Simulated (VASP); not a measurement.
# BN (P6_3mc) in VASP: a series of runs

One crystal, BN, is run at these levels: PBE, LDA; tasks: single point, G0W0 quasiparticle levels.

Program: VASP 6.6.1. These are calculated values, not measurements. Logs are shortened: lines on timing, memory, paths and dates and some standing lists are left out, and cuts for length are marked.

## (1) The structure

The structure is hexagonal, space group P6_3mc (No. 186). The conventional cell has a = 2.554 Å, b = 2.554 Å, c = 4.227 Å, α = 90.00°, β = 90.00°, γ = 120.00°. N (site symmetry 3m) is surrounded by 4 B at 1.57 to 1.58 Å. B (site symmetry 3m) has 4 N at 1.57 to 1.58 Å as nearest neighbours.

Measurements of this composition are mostly on another form, of space group No. 194.

## (2) Single point, PBE, 5.97 Å³/atom (strain = -0.04)

INCAR reads:

```
  PREC = Accurate
  ENCUT = 520
  EDIFF = 1E-6
  ISMEAR = -1
  SIGMA = 0.05
  LREAL = False
  LASPH = True
  NELM = 60
  ALGO = Normal
  ISIF = 2
  LWAVE = False
  LCHARG = False
  GGA = PE
```

KPOINTS reads:

```
Automatic mesh
0
Gamma
  9 9 5
```

POSCAR reads:

```
BN
1.0
    2.5539396017     -0.0510787920      0.0000000000
   -1.3212053324      2.2373159708      0.0000000000
    0.0000000000      0.0000000000      4.2268550000
N B
2 2
Direct
    0.3333333333      0.6666666667      0.1252760000
    0.6666666667      0.3333333333      0.6252760000
    0.3333333333      0.6666666667      0.4997240000
    0.6666666667      0.3333333333      0.9997240000
```

Potentials or basis: VASP PAW PBE potentials, release 64 (N, B).

Command:

```sh
$ cat potpaw_PBE.64/N/POTCAR potpaw_PBE.64/B/POTCAR > POTCAR
$ mpirun -np 1 vasp_std > vasp.out
```

OUTCAR:

```text
PREC = Accurate
   ENCUT = 520
   EDIFF = 1E-6
   ISMEAR = -1
   LREAL = False
   LASPH = True
   NELM = 60
   ISIF = 2
   GGA = PE

 ion  position               nearest neighbor table
   1  0.333  0.667  0.125-   4 1.54   4 1.57   3 1.58   4 1.59
   2  0.667  0.333  0.625-   3 1.54   3 1.57   4 1.58   3 1.59
   3  0.333  0.667  0.500-   2 1.54   2 1.57   1 1.58   2 1.59
   4  0.667  0.333  1.000-   1 1.54   1 1.57   2 1.58   1 1.59

  LATTYP: Found a simple monoclinic cell.
 ALAT       =     2.5098340146
 B/A-ratio  =     1.6841173462
 C/A-ratio  =     1.0177766034
 COS(beta)  =    -0.4736455830

  Lattice vectors:

 A1 = (   1.2327342693,   2.1862371788,   0.0000000000)
 A2 = (   0.0000000000,   0.0000000000,  -4.2268550000)
 A3 = (  -2.5539396017,   0.0510787920,   0.0000000000)

Analysis of symmetry for initial positions (statically):
=====================================================================
 Subroutine PRICEL returns:
 Original cell was already a primitive cell.

 Routine SETGRP: Setting up the symmetry group for a
 simple monoclinic supercell.

 Subroutine GETGRP returns: Found  2 space group operations
 (whereof  1 operations were pure point group operations)
 out of a pool of  4 trial point group operations.

The static configuration has the point symmetry C_1 .
 The point group associated with its full space group is C_2 .

Analysis of symmetry for dynamics (positions and initial velocities):
=====================================================================
 Subroutine PRICEL returns:
 Original cell was already a primitive cell.

 Routine SETGRP: Setting up the symmetry group for a
 simple monoclinic supercell.

 Subroutine GETGRP returns: Found  2 space group operations
 (whereof  1 operations were pure point group operations)
 out of a pool of  4 trial point group operations.

The dynamic configuration has the point symmetry C_1 .
 The point group associated with its full space group is C_2 .

 Subroutine INISYM returns: Found  2 space group operations
 (whereof  1 operations are pure point group operations),
 and found     1 'primitive' translations

----------------------------------------------------------------------------------------

                                     Primitive cell

  volume of cell :      23.8669

  direct lattice vectors                    reciprocal lattice vectors
     2.553939602 -0.051078792  0.000000000     0.396231683  0.233987250  0.000000000
    -1.321205332  2.237315971  0.000000000     0.009046123  0.452306156  0.000000000
     0.000000000  0.000000000  4.226855000     0.000000000  0.000000000  0.236582518

  length of vectors
     2.554450339  2.598300653  4.226855000     0.460162558  0.452396608  0.236582518

  position of ions in fractional coordinates (direct lattice)
     0.333333333  0.666666667  0.125276000
     0.666666667  0.333333333  0.625276000
     0.333333333  0.666666667  0.499724000
     0.666666667  0.333333333  0.999724000

  ion indices of the primitive-cell ions
   primitive index   ion index
                 1           1
                 2           2
                 3           3
                 4           4

----------------------------------------------------------------------------------------

 KPOINTS: Automatic mesh

Automatic generation of k-mesh.
 Grid dimensions read from file:
 generate k-points for:    9    9    5

 Generating k-lattice:

  Cartesian coordinates                     Fractional coordinates (reciprocal lattice)
     0.044025743  0.025998583  0.000000000     0.111111111  0.000000000  0.000000000
     0.001005125  0.050256240  0.000000000     0.000000000  0.111111111  0.000000000
     0.000000000  0.000000000  0.047316504     0.000000000  0.000000000  0.200000000

  Length of vectors
     0.051129173  0.050266290  0.047316504

  Shift w.r.t. Gamma in fractional coordinates (k-lattice)
     0.000000000  0.000000000  0.000000000

 Subroutine IBZKPT returns following result:
 ===========================================

 Found    123 irreducible k-points:

 Following reciprocal coordinates:
            Coordinates               Weight
  0.000000  0.000000  0.000000      1.000000
  0.111111 -0.000000  0.000000      2.000000
  0.222222  0.000000  0.000000      2.000000
  0.333333 -0.000000  0.000000      2.000000
  0.444444  0.000000  0.000000      2.000000
  0.000000  0.111111  0.000000      2.000000
[... 16 lines left out ...]
 -0.111111  0.222222  0.000000      2.000000
  0.000000  0.333333  0.000000      2.000000
 [... further k-points ...]
   k-points           NKPTS =    123   k-points in BZ     NKDIM =    123   number of bands    NBANDS=     12
   number of dos      NEDOS =    301   number of ions     NIONS =      4
   total plane-waves  NPLWV =  12800
   dimension x,y,z NGX =    20 NGY =   20 NGZ =   32
   dimension x,y,z NGXF=    40 NGYF=   40 NGZF=   64
   ions per type =               2   2
   NGX,Y,Z   is equivalent  to a cutoff of  13.02, 12.80, 12.59 a.u.
   NGXF,Y,Z  is equivalent  to a cutoff of  26.03, 25.59, 25.17 a.u.
 SYSTEM =  unknown system
   PREC   = accura    normal or accurate (medium, high low for compatibility)
   ISTART =      0    job   : 0-new  1-cont  2-samecut
   ICHARG =      2    charge: 1-file 2-atom 10-const
   ISPIN  =      1    spin polarized calculation?
   LNONCOLLINEAR =      F non collinear calculations
   LSORBIT =      F    spin-orbit coupling
   LASPH  =      T    aspherical Exc in radial PAW
   ENCUT  =  520.0 eV  38.22 Ry    6.18 a.u.   4.75  4.83  7.86*2*pi/ulx,y,z
   NELM   =     60;   NELMIN=  2; NELMDL= -5     # of ELM steps
   EDIFF  = 0.1E-05   stopping-criterion for ELM
   LREAL  =      F    real-space projection
   EDIFFG = 0.1E-04   stopping-criterion for IOM
   NSW    =      0    number of steps for IOM
   IBRION =     -1    ionic relax: 0-MD 1-quasi-New 2-CG
   NFREE  =      0    steps in history (QN), initial steepest desc. (CG)
   ISIF   =      2    stress and relaxation
   ISYM   =      2    0-nonsym 1-usesym 2-fastsym
   POTIM  = 0.5000    time-step for ionic-motion
   TEBEG  =    0.0;   TEEND  =   0.0 temperature during run
   PSTRESS=    0.0 pullay stress
   NELECT =      16.0000    total number of electrons
   NUPDOWN=      -1.0000    fix difference up-down
   EMIN   =  10.00;   EMAX   =-10.00  energy-range for DOS
   EFERMI =   0.00;   METHOD = LEGACY
   ISMEAR =    -1;   SIGMA  =   0.05  broadening in eV -4-tet -1-fermi 0-gaus
   EFERMI_NEDOS =   21; number of points for ismear=-14 and -15
   IALGO  =     38    algorithm
   IMIX   =      4    mixing-type and parameters
     AMIX     =   0.40;   BMIX     =  1.00
     AMIX_MAG =   1.60;   BMIX_MAG =  1.00
  volume/ion in A,a.u.               =       5.97        40.27
  Fermi-wavevector in a.u.,A,eV,Ry     =   1.432792  2.707583 27.931285  2.052892
  Thomas-Fermi vector in A             =   2.552380
   LORBIT       =      0    0 simple, 1 ext, 2 COOP (PROOUT), +10 PAW based schemes
   GGA     = PE    functional components
   LHFCALC =     F    Hartree Fock is set to
   AEXX    =    0.0000 exact exchange contribution
   IVDW    =     0    specifies the selected vdW correction
   LEPSILON=     F    determine dielectric tensor
   LRPA    =     F    only Hartree local field effects (RPA)
 non-spin polarized calculation
  energy-cutoff  :      520.00
  volume of cell :       23.87
 maximum number of plane-waves:       654
   NGX =  9   NGY =  9   NGZ = 15

 number of electron      15.9999999 magnetization

 Free energy of the ion-electron system (eV)
  ---------------------------------------------------
  ext. energy  EPLUGINS =         0.00000000
  ---------------------------------------------------
  free energy    TOTEN  =       -34.78378852 eV

  energy without entropy =      -34.78378852  energy(sigma->0) =      -34.78378852

 E-fermi :   8.5353     XC(G=0): -12.7632

 val. band max:        7.5582339068   @ k =   0.0000   0.0000   0.0000
 cond. band min:      12.6342974960   @ k =   0.3333   0.3333   0.0000
 fundamental gap:      5.0760635892
 Fermi energy:         8.5352929355

 k-point     1 :       0.0000    0.0000    0.0000
  band No.  band energies     occupation
      1     -12.8588      2.00000
      2      -8.7601      2.00000
      3      -3.3950      2.00000
      4       5.1996      2.00000
      5       5.4698      2.00000
      6       7.1682      2.00000
      7       7.3202      2.00000
      8       7.5582      2.00000
      9      15.2721      0.00000
     10      15.9441      0.00000
     11      15.9626      0.00000
     12      17.2244      0.00000

 k-point     2 :       0.1111   -0.0000    0.0000
  band No.  band energies     occupation
      1     -12.5820      2.00000
      2      -8.5471      2.00000
      3      -3.1212      2.00000
      4       4.3196      2.00000
      5       4.7104      2.00000
      6       6.5640      2.00000
      7       6.9190      2.00000
      8       7.0444      2.00000
      9      15.1630      0.00000
     10      15.9899      0.00000
     11      16.3858      0.00000
     12      17.7710      0.00000

 k-point     3 :       0.2222    0.0000    0.0000
  band No.  band energies     occupation
      1     -11.7679      2.00000
      2      -7.9636      2.00000
      3      -2.3202      2.00000
      4       1.8905      2.00000
      5       3.6518      2.00000
      6       4.4100      2.00000
      7       6.1524      2.00000
      8       6.2942      2.00000
      9      14.4502      0.00000
     10      16.8313      0.00000
     11      16.9893      0.00000
     12      17.9971      0.00000
[... 286 lines left out ...]
 k-point    23 :      -0.1111    0.2222    0.0000
  band No.  band energies     occupation
      1     -12.0980      2.00000
      2      -8.2056      2.00000
      3      -2.6398      2.00000
      4       2.6643      2.00000
      5       3.6291      2.00000
      6       5.3390      2.00000
      7       6.3636      2.00000
      8       6.4428      2.00000
      9      15.7916      0.00000
     10      16.5062      0.00000
     11      16.8460      0.00000
     12      18.6548      0.00000

 k-point    24 :       0.0000    0.3333    0.0000
  band No.  band energies     occupation
      1     -10.5781      2.00000
      2      -7.3634      2.00000
      3      -1.1700      2.00000
      4      -0.7014      2.00000
      5       1.9465      2.00000
      6       3.0438      2.00000
      7       4.8381      2.00000
      8       5.8072      2.00000
      9      14.3859      0.00000
     10      16.2256      0.00000
     11      17.7640      0.00000
     12      18.8413      0.00000

 [... further k-points ...]
[... 5 lines left out ...]
  --------------------------------------------------------------------------------------
  -------------------------------------------------------------------------------------
  Total        0.1556538      0.2141347     -0.0487312      2.4402001      0.0000000      0.0000000
  in kB       10.4489998     14.3748122     -3.2713108    163.8100504      0.0000000      0.0000000
  external PRESSURE =       7.1841671 kB  Pullay stress =       0.0000000 kB

 VOLUME and BASIS-vectors are now :
 -----------------------------------------------------------------------------
  energy-cutoff  :      520.00
  volume of cell :       23.87
      direct lattice vectors                 reciprocal lattice vectors
     2.553939602 -0.051078792  0.000000000     0.396231683  0.233987250  0.000000000
    -1.321205332  2.237315971  0.000000000     0.009046123  0.452306156  0.000000000
     0.000000000  0.000000000  4.226855000     0.000000000  0.000000000  0.236582518

 POSITION                                       TOTAL-FORCE (eV/Angst)
 -----------------------------------------------------------------------------------
     -0.02949      1.47452      0.52952         0.177473      0.030935      0.002765
      1.26222      0.71172      2.64295        -0.177473     -0.030935      0.002765
     -0.02949      1.47452      2.11226         0.083077      0.030212     -0.002765
      1.26222      0.71172      4.22569        -0.083077     -0.030212     -0.002765
 -----------------------------------------------------------------------------------
    total drift:                                0.000000     -0.000000      0.000057

  FREE ENERGIE OF THE ION-ELECTRON SYSTEM (eV)
  ---------------------------------------------------
  free  energy   TOTEN  =       -34.7837885186 eV

  energy  without entropy=      -34.7837885186  energy(sigma->0) =      -34.78378852
```

It took 13 s on 1 thread of Intel Xeon 6975P-C (Granite Rapids), shared host; peak memory 0.15 GiB.

What came out:

```yaml
Free_energy: -34.7838 eV
Pressure: 0.7 GPa
Largest_force: 0.180 eV/Å
Band_gap_on_the_k_mesh: 5.08 eV, indirect (least direct gap 7.71 eV)
```

Caveat: an odd mesh through Γ misses points on the zone boundary, where band edges often lie.

## (3) Single point, PBE, 5.97 Å³/atom (strain = -0.02)

INCAR is that of step 2.

KPOINTS is that of step 2.

POSCAR: that of step 2 with these lines changed.

```diff
@@ -2,4 +2,4 @@
 1.0
-    2.5539396017     -0.0510787920      0.0000000000
-   -1.3212053324      2.2373159708      0.0000000000
+    2.5539396017     -0.0255393960      0.0000000000
+   -1.2990875666      2.2245462728      0.0000000000
     0.0000000000      0.0000000000      4.2268550000
```

Potentials or basis: VASP PAW PBE potentials, release 64 (N, B).

Command:

```sh
$ cat potpaw_PBE.64/N/POTCAR potpaw_PBE.64/B/POTCAR > POTCAR
$ mpirun -np 1 vasp_std > vasp.out
```

It took 18 s on 1 thread of Intel Xeon 6975P-C (Granite Rapids), shared host; peak memory 0.15 GiB.

It converged, with:

* Free energy: -34.8204 eV
* Pressure: 0.3 GPa
* Largest force: 0.089 eV/Å
* Band gap on the k mesh: 5.14 eV, indirect (least direct gap 8.06 eV)

Caveat: an odd mesh through Γ misses points on the zone boundary, where band edges often lie.

## (4) G0W0 quasiparticle levels, LDA

POSCAR: that of step 3 with these lines changed.

```diff
@@ -2,4 +2,4 @@
 1.0
-    2.5539396017     -0.0255393960      0.0000000000
-   -1.2990875666      2.2245462728      0.0000000000
+    2.5539396017      0.0000000000      0.0000000000
+   -1.2769698009      2.2117765748      0.0000000000
     0.0000000000      0.0000000000      4.2268550000
```

INCAR.step1 reads:

```
ALGO = Normal ; EDIFF = 1E-8
ENCUT = 500 ; ISMEAR = 0
LASPH = True ; LCHARG = False
LREAL = False ; LWAVE = True
NELM = 80 ; PREC = Accurate
SIGMA = 0.01
```

INCAR.step2 reads:

```
ALGO = Exact ; EDIFF = 1E-8
ENCUT = 500 ; ISMEAR = 0
ISTART = 1 ; LASPH = True
LCHARG = False ; LOPTICS = True
LREAL = False ; LWAVE = True
NBANDS = 39 ; NELM = 1
PREC = Accurate ; SIGMA = 0.01
```

INCAR.step3 reads:

```
ALGO = EVGW0 ; EDIFF = 1E-8
ENCUT = 500 ; ENCUTGW = 100
ISMEAR = 0 ; ISTART = 1
LASPH = True ; LCHARG = False
LREAL = False ; LWAVE = False
NBANDS = 39 ; NBANDSGW = 16
NELMGW = 1 ; NOMEGA = 64
PREC = Accurate ; PRECFOCK = Fast
SIGMA = 0.01
```

KPOINTS reads:

```
k-points
0
Gamma
  6 6 3
```

Potentials or basis: VASP PAW LDA potentials, release 64 (N_GW, B_GW).

Command:

```sh
$ cat potpaw_LDA.64/N_GW/POTCAR potpaw_LDA.64/B_GW/POTCAR > POTCAR
$ cp INCAR.step1 INCAR
$ mpirun -np 1 vasp_std > vasp.out
$ cp INCAR.step2 INCAR
$ mpirun -np 1 vasp_std > vasp.out
$ cp INCAR.step3 INCAR
$ mpirun -np 1 vasp_std > vasp.out
```

OUTCAR:

```text
EDIFF = 1E-8
   ENCUT = 500
   ENCUTGW = 100
   ISMEAR = 0
   ISTART = 1
   LASPH = True
   LREAL = False
   NELMGW = 1
   PREC = Accurate
   PRECFOCK = Fast

 ion  position               nearest neighbor table
   1  0.333  0.667  0.125-   4 1.57   4 1.57   4 1.57   3 1.58
   2  0.667  0.333  0.625-   3 1.57   3 1.57   3 1.57   4 1.58
   3  0.333  0.667  0.500-   2 1.57   2 1.57   2 1.57   1 1.58
   4  0.667  0.333  1.000-   1 1.57   1 1.57   1 1.57   2 1.58

  LATTYP: Found a hexagonal cell.
 ALAT       =     2.5539396017
 C/A-ratio  =     1.6550332659

[... 170 lines left out ...]
   NELMGW              =     1    number of iterations in solving QP/BSE equation
   NELMHF              =     1    number of iterations in the inner HF iteration
   NKREDLFX            =     1    NKREDLFY  =   1   NKREDLFZ  =   1
 non-spin polarized calculation
 Gauss-broadening in eV      SIGMA  =   0.01
  energy-cutoff  :      500.00
  volume of cell :       23.88
 maximum number of plane-waves:       622
 NGX is ok and might be reduce to    20
  NGX = 12; NGY = 12; NGZ = 20
   NGX =  9   NGY =  9   NGZ = 15
 maximum number of plane-waves:        58
 NGX is ok and might be reduce to    10

 QP shifts <psi_nk| G(iteration)W_0 |psi_nk>: iteration 1
 for sc-GW calculations column KS-energies equals QP-energies in previous step
 and V_xc(KS)=  KS-energies - (<T + V_ion + V_H > + <T+V_H+V_ion>^1  + <V_x>^1)

 k-point   1 :       0.0000    0.0000    0.0000
  band No.  KS-energies  QP-energies   sigma(KS)   V_xc(KS)     V^pw_x(r,r')   Z            occupation Imag(sigma)

      1     -12.6325     -14.2339     -17.4683     -15.4124     -26.3163       0.7789       2.0000       1.4816
      2      -8.4699      -9.7338     -18.3429     -16.6775     -26.5590       0.7589       2.0000       0.8983
      3      -3.3577      -4.3973     -15.9929     -14.6270     -21.5789       0.7611       2.0000       0.2482
      4       5.3862       5.1111     -17.8554     -17.5200     -21.5276       0.8203       2.0000       0.0797
      5       5.3862       5.1111     -17.8554     -17.5200     -21.5276       0.8203       2.0000       0.0797
      6       7.2129       7.1694     -18.3499     -18.2972     -21.6665       0.8259       2.0000       0.0691
[... 255 lines left out ...]
      2      -7.1995      -8.3986     -18.7018     -17.1050     -26.6289       0.7510       2.0000       0.7084
      3      -1.0374      -1.8691     -15.9580     -14.8994     -20.7167       0.7857       2.0000       0.1597
      4      -0.9537      -1.9926     -16.8728     -15.5380     -22.0285       0.7784       2.0000       0.1691
      5      -0.9537      -1.9926     -16.8728     -15.5380     -22.0285       0.7784       2.0000       0.1691
      6       0.7543       0.0310     -16.3495     -15.4440     -20.7162       0.7989       2.0000       0.1258
[... 8 lines left out ...]
     15      23.7838      26.4061     -13.4194     -16.7923      -7.0992       0.7775       0.0000      -0.2079
     16      23.7838      26.4061     -13.4194     -16.7923      -7.0992       0.7775       0.0000      -0.2079
```

OUTCAR.step1:

```text
EDIFF = 1E-8
   ENCUT = 500
   ISMEAR = 0
   LASPH = True
   LREAL = False
[... 428 lines left out ...]
     -0.00000      1.47452      0.52952        -0.000000      0.000000     -0.027320
      1.27697      0.73726      2.64295         0.000000     -0.000000     -0.027320
     -0.00000      1.47452      2.11226         0.000000     -0.000000      0.027320
      1.27697      0.73726      4.22569        -0.000000      0.000000      0.027320
 -----------------------------------------------------------------------------------
    total drift:                               -0.000000      0.000000      0.000113

  FREE ENERGIE OF THE ION-ELECTRON SYSTEM (eV)
  ---------------------------------------------------
  free  energy   TOTEN  =       -38.7640100499 eV

  energy  without entropy=      -38.7640100499  energy(sigma->0) =      -38.76401005
```

Wall time 60 s (1 thread of Intel Xeon Platinum 8488C (Sapphire Rapids), shared host); peak memory 0.26 GiB.

What came out:

```
Band gap on the k mesh, mean-field level : 4.97 eV, indirect (least direct gap 8.14 eV)
Quasiparticle gap                        : 6.46 eV
Least direct quasiparticle gap           : 10.05 eV
```

Caveat: the k mesh is coarse (spacing up to 0.50 Å⁻¹), so the values aren't converged; the cutoff is under 1.25 times the usual one of these potentials, so pressure, stress and relaxed cells hold a basis-set (Pulay) error; bands, screening cutoff and mesh are small and nothing is extrapolated, so the quasiparticle values aren't converged; an odd mesh through Γ misses points on the zone boundary, where band edges often lie.
